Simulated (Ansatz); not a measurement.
## CuO under changes of volume

One of the cells (11.053 Å³/atom); the others are scaled copies at fixed shape and fractional positions:

```
Cu O
1.0
     1.99097   -2.15355    0.00000
     1.99097    2.15355    0.00000
     0.00000    0.00000    5.15593
Cu O
2 2
Direct
  0.50000 0.00000 0.00000
  0.00000 0.50000 0.50000
  0.50000 0.50000 0.25000
  0.50000 0.50000 0.75000
```

Measurements of this composition are mostly on another form, of space group No. 15.

```yaml
Program: Ansatz 0.2.0
Functional: PBE
Potentials_or_basis: Ansatz PAW
Cutoff: "420 eV (not typed: the program's choice for these potentials)"
k_mesh: 9 × 9 × 5
Occupations: fermi-dirac, width 0.05 eV
Spin: no spin polarisation
```

```tsv
volume (Å³/atom)	energy over the lowest point (meV/atom)	pressure (GPa)
10.390	27.93	12.7
10.611	13.33	8.5
10.832	4.22	4.8
11.053	0.00	1.4
11.274	0.18	-1.6
11.496	4.24	-4.2
11.717	?	?
```

**Question.** What does the run at 11.717 Å³/atom give?

**Answer.** Energy over the lowest point 11.84 meV/atom; pressure -6.6 GPa.

Worked out: A Birch-Murnaghan fit of order 3 (a polynomial in V^(-2/3)) to the other rows has its minimum at 11.15 Å³/atom with B0 = V·E''(V) = 151 GPa and B' = 4.8 at fixed shape and positions, which overstates the stiffness. It gives 11.78 meV/atom at 11.717 Å³/atom, against the run's 11.84, and -dE/dV = -6.6 GPa, against -6.6.

Energies are extrapolated to zero smearing.

Caveats: the run has no spin polarisation, though such a crystal can be magnetic.
